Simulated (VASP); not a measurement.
# Cu (Fm-3m) in VASP: notebook

One crystal, Cu, is run at these levels: PBEsol; tasks: phonons, elastic constants.

Everything below comes from runs of VASP 6.6.1. Logs are shortened: lines on timing, memory, paths and dates and some standing lists are left out, and cuts for length are marked.

**1. Starting point**

It takes space group Fm-3m (No. 225, cubic). Conventional cell: a = 3.570 Å, b = 3.570 Å, c = 3.570 Å, α = 90.00°, β = 90.00°, γ = 90.00°. Around Cu (site symmetry m-3m) lie 12 Cu at 2.52 Å.

**2. Phonons, PBEsol**

File POSCAR:

```
Cu
1.0
    0.0000000000      1.7848606284      1.7848606284
    1.7848606284      0.0000000000      1.7848606284
    1.7848606284      1.7848606284      0.0000000000
  Cu
     1
Direct
     0.0000000000000000    0.0000000000000000    0.0000000000000000
```

File INCAR.step1:

```
PREC = Accurate ; ENCUT = 600
EDIFF = 1E-8 ; ISMEAR = 1
SIGMA = 0.2 ; LREAL = F
LASPH = T ; NELM = 80
ALGO = Normal ; ISIF = 3
LWAVE = F ; LCHARG = F
GGA = PS ; PSTRESS = 15.0
KPAR = 2 ; IBRION = 2
NSW = 40 ; EDIFFG = -0.002
```

File INCAR.step2:

```
PREC = Accurate ; ENCUT = 600
EDIFF = 1E-8 ; ISMEAR = 1
SIGMA = 0.2 ; LREAL = F
LASPH = T ; NELM = 80
ALGO = Normal ; ISIF = 2
LWAVE = F ; LCHARG = F
GGA = PS ; PSTRESS = 15.0
KPAR = 2 ; IBRION = 6
NFREE = 2 ; POTIM = 0.015
NSW = 1
```

File KPOINTS:

```
Automatic mesh
0
Gamma
  32 32 32
```

Potentials or basis: VASP PAW PBE potentials, release 64 (Cu).

Run with:

```console
cat potpaw_PBE.64/Cu/POTCAR > POTCAR
cp INCAR.step1 INCAR
mpirun -np 2 vasp_std > vasp.out
cp CONTCAR POSCAR
cp INCAR.step2 INCAR
mpirun -np 2 vasp_std > vasp.out
```

OUTCAR:

```text
PREC = Accurate
   ENCUT = 600
   EDIFF = 1E-8
   ISMEAR = 1
   LREAL = F
   LASPH = T
   NELM = 80
   ISIF = 2
   GGA = PS
   PSTRESS = 15.0
   IBRION = 6
   NFREE = 2
   POTIM = 0.015
   NSW = 1

 ion  position               nearest neighbor table
   1  0.000  0.000  0.000-

  LATTYP: Found a face centered cubic cell.
 ALAT       =     3.5581178080

  Lattice vectors:

 A1 = (   0.0000000000,   1.7790589040,   1.7790589040)
 A2 = (   1.7790589040,   0.0000000000,   1.7790589040)
 A3 = (   1.7790589040,   1.7790589040,   0.0000000000)

Analysis of symmetry for initial positions (statically):
=====================================================================
 Subroutine PRICEL returns:
 Original cell was already a primitive cell.

 Routine SETGRP: Setting up the symmetry group for a
 face centered cubic supercell.

 Subroutine GETGRP returns: Found 48 space group operations
 (whereof 48 operations were pure point group operations)
 out of a pool of 48 trial point group operations.

The static configuration has the point symmetry O_h .

Analysis of symmetry for dynamics (positions and initial velocities):
=====================================================================
 Subroutine PRICEL returns:
 Original cell was already a primitive cell.

 Routine SETGRP: Setting up the symmetry group for a
 face centered cubic supercell.

 Subroutine GETGRP returns: Found 48 space group operations
 (whereof 48 operations were pure point group operations)
 out of a pool of 48 trial point group operations.

The dynamic configuration has the point symmetry O_h .

 Subroutine INISYM returns: Found 48 space group operations
 (whereof 48 operations are pure point group operations),
 and found     1 'primitive' translations

----------------------------------------------------------------------------------------

                                     Primitive cell

  volume of cell :      11.2616

  direct lattice vectors                    reciprocal lattice vectors
     0.000000000  1.779058904  1.779058904    -0.281047468  0.281047468  0.281047468
     1.779058904  0.000000000  1.779058904     0.281047468 -0.281047468  0.281047468
     1.779058904  1.779058904  0.000000000     0.281047468  0.281047468 -0.281047468

  length of vectors
     2.515969230  2.515969230  2.515969230     0.486788494  0.486788494  0.486788494

  position of ions in fractional coordinates (direct lattice)
     0.000000000  0.000000000  0.000000000

  ion indices of the primitive-cell ions
   primitive index   ion index
                 1           1

----------------------------------------------------------------------------------------

 KPOINTS: Automatic mesh

Automatic generation of k-mesh.
 Grid dimensions read from file:
 generate k-points for:   32   32   32

 Generating k-lattice:

  Cartesian coordinates                     Fractional coordinates (reciprocal lattice)
    -0.008782733  0.008782733  0.008782733     0.031250000  0.000000000  0.000000000
     0.008782733 -0.008782733  0.008782733     0.000000000  0.031250000  0.000000000
     0.008782733  0.008782733 -0.008782733     0.000000000  0.000000000  0.031250000

  Length of vectors
     0.015212140  0.015212140  0.015212140

  Shift w.r.t. Gamma in fractional coordinates (k-lattice)
     0.000000000  0.000000000  0.000000000

 Subroutine IBZKPT returns following result:
[... 37 lines left out ...]
   NGX,Y,Z   is equivalent  to a cutoff of  13.22, 13.22, 13.22 a.u.
   NGXF,Y,Z  is equivalent  to a cutoff of  26.43, 26.43, 26.43 a.u.
 SYSTEM =  unknown system
   PREC   = accura    normal or accurate (medium, high low for compatibility)
   ISTART =      0    job   : 0-new  1-cont  2-samecut
   ICHARG =      2    charge: 1-file 2-atom 10-const
   ISPIN  =      1    spin polarized calculation?
   LNONCOLLINEAR =      F non collinear calculations
   LSORBIT =      F    spin-orbit coupling
   LASPH  =      T    aspherical Exc in radial PAW
   ENCUT  =  600.0 eV  44.10 Ry    6.64 a.u.   5.03  5.03  5.03*2*pi/ulx,y,z
   NELM   =     80;   NELMIN=  2; NELMDL=  0     # of ELM steps
   EDIFF  = 0.1E-07   stopping-criterion for ELM
   LREAL  =      F    real-space projection
   EDIFFG = 0.1E-06   stopping-criterion for IOM
   NSW    =     49    number of steps for IOM
   IBRION =      6    ionic relax: 0-MD 1-quasi-New 2-CG
   NFREE  =      2    steps in history (QN), initial steepest desc. (CG)
   ISIF   =      2    stress and relaxation
   ISYM   =      2    0-nonsym 1-usesym 2-fastsym
   POTIM  = 0.0150    time-step for ionic-motion
   TEBEG  =    0.0;   TEEND  =   0.0 temperature during run
   PSTRESS=   15.0 pullay stress
   NELECT =      11.0000    total number of electrons
   NUPDOWN=      -1.0000    fix difference up-down
   EMIN   =  10.00;   EMAX   =-10.00  energy-range for DOS
   EFERMI =   0.00;   METHOD = LEGACY
   ISMEAR =     1;   SIGMA  =   0.20  broadening in eV -4-tet -1-fermi 0-gaus
   EFERMI_NEDOS =   21; number of points for ismear=-14 and -15
   IALGO  =     38    algorithm
   IMIX   =      4    mixing-type and parameters
     AMIX     =   0.40;   BMIX     =  1.00
     AMIX_MAG =   1.60;   BMIX_MAG =  1.00
  volume/ion in A,a.u.               =      11.26        76.00
  Fermi-wavevector in a.u.,A,eV,Ry     =   1.624322  3.069523 35.897900  2.638421
  Thomas-Fermi vector in A             =   2.717627
   LORBIT       =      0    0 simple, 1 ext, 2 COOP (PROOUT), +10 PAW based schemes
   GGA     = PS    functional components
   LHFCALC =     F    Hartree Fock is set to
   AEXX    =    0.0000 exact exchange contribution
   IVDW    =     0    specifies the selected vdW correction
   LEPSILON=     F    determine dielectric tensor
   LRPA    =     F    only Hartree local field effects (RPA)
 finite differences with symmetry
 non-spin polarized calculation
 Methfessel and Paxton  Order N= 1 SIGMA  =   0.20
  energy-cutoff  :      600.00
  volume of cell :       11.26
 maximum number of plane-waves:       388
   NGX =  9   NGY =  9   NGZ =  9

--------------------------------------- Ionic step        1  -------------------------------------------

 number of electron      11.0000013 magnetization

 Free energy of the ion-electron system (eV)
  ---------------------------------------------------
  ext. energy  EPLUGINS =         0.00000000
  ---------------------------------------------------
  free energy    TOTEN  =        -4.30839132 eV

  energy without entropy =       -4.30884738  energy(sigma->0) =       -4.30854334

------------------------ aborting loop because EDIFF is reached ----------------------------------------

  FORCE on cell =-STRESS in cart. coord.  units (eV):
  Direction    XX          YY          ZZ          XY          YZ          ZX
  --------------------------------------------------------------------------------------
  -------------------------------------------------------------------------------------
  Total        0.1071011      0.1071011      0.1071011     -0.0000000      0.0000000      0.0000000
  in kB       15.2371428     15.2371428     15.2371428     -0.0000000      0.0000000      0.0000000
  external PRESSURE =       0.2371428 kB  Pullay stress =      15.0000000 kB
[... 61 lines left out ...]
--------------------------------------- Ionic step        3  -------------------------------------------

 number of electron      11.0000006 magnetization

 Free energy of the ion-electron system (eV)
  ---------------------------------------------------
  ext. energy  EPLUGINS =         0.00000000
  ---------------------------------------------------
  free energy    TOTEN  =        -4.30838331 eV

  energy without entropy =       -4.30883937  energy(sigma->0) =       -4.30853533

 E-fermi :   8.0251     XC(G=0): -13.1880

 val. band max:        8.0176251910   @ k =   0.5000   0.1562   0.0312
 cond. band min:       8.0278631656   @ k =   0.5000   0.3125   0.1250
 fundamental gap:      0.0102379746
 Fermi energy:         8.0251218212

 k-point     1 :       0.0000    0.0000    0.0000
  band No.  band energies     occupation
      1      -1.7556      2.00000
      2       4.8252      2.00000
      3       4.8252      2.00000
      4       4.8252      2.00000
      5       5.7208      2.00000
      6       5.7208      2.00000
      7      30.9655      0.00000
      8      33.9525      0.00000
      9      33.9525      0.00000
[... 265 lines left out ...]
 k-point    24 :       0.2187    0.0313    0.0000
  band No.  band energies     occupation
      1      -0.1592      2.00000
      2       4.5564      2.00000
      3       5.0069      2.00000
      4       5.0114      2.00000
      5       5.6716      2.00000
      6       5.7875      2.00000
      7      22.9563      0.00000
      8      30.7745      0.00000
      9      30.8356      0.00000

 [... further k-points ...]
[... 5 lines left out ...]
  --------------------------------------------------------------------------------------
  -------------------------------------------------------------------------------------
  Total        0.1069232      0.1069232      0.1069232     -0.0000000      0.0000000      0.0000000
  in kB       15.2118375     15.2118375     15.2118375     -0.0000000      0.0000000      0.0000000
  external PRESSURE =       0.2118375 kB  Pullay stress =      15.0000000 kB
[... 20 lines left out ...]
  energy  without entropy=       -4.3088393722  energy(sigma->0) =       -4.30853533

  enthalpy is  TOTEN    =        -4.2029490774 eV   P V=        0.1054342360

 INTERNAL STRAIN TENSORS FROM DISPLACED ATOMS
 ============================================

 INTERNAL STRAIN TENSOR FOR ION    1 for displacements in x,y,z  (eV/Angst):
          X           Y           Z          XY          YZ          ZX
  --------------------------------------------------------------------------------
  x     0.00000     0.00000     0.00000     0.00000     0.00000     0.00000
  y     0.00000     0.00000     0.00000     0.00000     0.00000     0.00000
  z     0.00000     0.00000     0.00000     0.00000     0.00000     0.00000

 Eigenvectors and eigenvalues of the dynamical matrix
 ----------------------------------------------------

   1 f/i=    0.000000 THz     0.000000 2PiTHz    0.000000 cm-1     0.000000 meV
             X         Y         Z           dx          dy          dz
      0.000000  0.000000  0.000000     1.000000    0.000000    0.000000

   2 f/i=    0.000000 THz     0.000000 2PiTHz    0.000000 cm-1     0.000000 meV
             X         Y         Z           dx          dy          dz
      0.000000  0.000000  0.000000     0.000000    1.000000    0.000000

   3 f/i=    0.000000 THz     0.000000 2PiTHz    0.000000 cm-1     0.000000 meV
             X         Y         Z           dx          dy          dz
      0.000000  0.000000  0.000000     0.000000    0.000000    1.000000

 ELASTIC MODULI CONTR FROM IONIC RELAXATION (kBar)
 Direction    XX          YY          ZZ          XY          YZ          ZX
 --------------------------------------------------------------------------------
 XX           0.0000      0.0000      0.0000      0.0000      0.0000      0.0000
 YY           0.0000      0.0000      0.0000      0.0000      0.0000      0.0000
 ZZ           0.0000      0.0000      0.0000      0.0000      0.0000      0.0000
 XY           0.0000      0.0000      0.0000      0.0000      0.0000      0.0000
 YZ           0.0000      0.0000      0.0000      0.0000      0.0000      0.0000
 ZX           0.0000      0.0000      0.0000      0.0000      0.0000      0.0000
 --------------------------------------------------------------------------------
```

Run time: 3.2 min. Hardware: 2 MPI ranks of Intel Xeon Platinum 8259CL at 2.50GHz (Skylake/Cascade Lake), shared host; peak memory 0.3 GiB.

What came out:

```yaml
Relaxed_volume: 11.26 Å³/atom
Relaxed_cell: a = 2.516 Å, b = 2.516 Å, c = 2.516 Å, α = 60.00°, β = 60.00°, γ = 60.00°
Space_group_after_relaxing_to_0.05_Å: Fm-3m (No. 225)
```

Step by step:
| step | energy change (eV) | largest force (eV/Å) | pressure (GPa) | volume (Å³) |
| --- | --- | --- | --- | --- |
| 1 | 0.0000 | 0.0000 | -0.13 | 11.37 |
| 2 | 0.0015 | 0.0000 | 2.74 | 11.18 |
| 3 | 0.0005 | 0.0000 | 1.52 | 11.26 |

Final structure:
```cif
data_structure
_symmetry_space_group_name_H-M 'P 1'
_symmetry_Int_Tables_number 1
_cell_length_a 2.5160
_cell_length_b 2.5160
_cell_length_c 2.5160
_cell_angle_alpha 60.000
_cell_angle_beta 60.000
_cell_angle_gamma 60.000
_cell_volume 11.26
loop_
_atom_site_label
_atom_site_type_symbol
_atom_site_fract_x
_atom_site_fract_y
_atom_site_fract_z
_atom_site_occupancy
Cu1 Cu 0.00000 0.00000 0.00000 1
```

Caveat: the PAW data sets were made with another functional, which shifts forces and pressure a little.

**3. Elastic constants, PBEsol**

File POSCAR:

```
Cu
1.0
    0.0000000000      1.7848606277      1.7848606277
    1.7848606277      0.0000000000      1.7848606277
    1.7848606277      1.7848606277      0.0000000000
  Cu
     1
Direct
     0.0000000000000000    0.0000000000000000    0.0000000000000000
```

File INCAR.step1:

```
SYSTEM = Cu
PREC = Accurate
ENCUT = 600
EDIFF = 1E-8
ISMEAR = 1
SIGMA = 0.1
LREAL = .False.
LASPH = .True.
NELM = 80
ALGO = Normal
ISIF = 3
LWAVE = .False.
LCHARG = .False.
GGA = PS
IBRION = 2
NSW = 40
EDIFFG = -0.002
```

File INCAR.step2:

```
SYSTEM = Cu
PREC = Accurate
ENCUT = 600
EDIFF = 1E-8
ISMEAR = 1
SIGMA = 0.1
LREAL = .False.
LASPH = .True.
NELM = 80
ALGO = Normal
ISIF = 3
LWAVE = .False.
LCHARG = .False.
GGA = PS
IBRION = 6
NFREE = 2
POTIM = 0.015
NSW = 1
```

File KPOINTS:

```
Automatic mesh
0
Gamma
  18 18 18
  0 0 0
```

Potentials or basis: VASP PAW PBE potentials, release 64 (Cu).

Run with:

```console
cat potpaw_PBE.64/Cu/POTCAR > POTCAR
cp INCAR.step1 INCAR
mpirun -np 1 vasp_std > vasp.out
cp CONTCAR POSCAR
cp INCAR.step2 INCAR
mpirun -np 1 vasp_std > vasp.out
```

Wall time 6 min (1 thread of Intel Xeon 6975P-C (Granite Rapids), shared host); peak memory 0.48 GiB.

Results (log left out):

* Elastic constants C11, C12, C44: 199, 145, 87 GPa
* Voigt bulk modulus: 163 GPa

Elastic tensor in Voigt notation (GPa, in the Cartesian axes of the cell as first typed):
```
199 145 145   0   0   0
145 199 145   0   0   0
145 145 199   0   0   0
  0   0   0  87   0   0
  0   0   0   0  87   0
  0   0   0   0   0  87
```

Clamped-ion elastic tensor (GPa):
```
199 145 145   0   0   0
145 199 145   0   0   0
145 145 199   0   0   0
  0   0   0  87   0   0
  0   0   0   0  87   0
  0   0   0   0   0  87
```

Caveat: the PAW data sets were made with another functional, which shifts forces and pressure a little.
